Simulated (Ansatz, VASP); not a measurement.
Two plane-wave programs on GaAs

```
CELL_PARAMETERS angstrom
0.00000 2.87296 2.87296
2.87296 0.00000 2.87296
2.87296 2.87296 0.00000
ATOMIC_POSITIONS crystal
Ga 0.00000 0.00000 0.00000
As 0.25000 0.25000 0.25000
```

Alike in both runs: functional PBE; k mesh 10 × 10 × 10; occupations gaussian, width 0.01 eV; no spin polarisation.

Ansatz relaxed the structure, and its values are those at the end. VASP's run is a single point on that final structure, the one shown.

```csv
,VASP,Ansatz
version,VASP 6.6.1,Ansatz 0.2.0
potentials or method,"VASP PAW PBE potentials, release 64 (Ga_d, As)","scalar-relativistic, plane waves, PAW"
plane-wave cutoff (eV),520,420
valence electrons in the cell,18,28
```

```csv
,VASP,Ansatz,Ansatz less VASP
gap on the k mesh at the Fermi level (eV),0.16,0.16,-0.003
least direct gap on the mesh (eV),0.16,0.16,-0.003
pressure (GPa),0.1,0.0,-0.15
```

The two sets of potentials don't hold the same shells in valence.
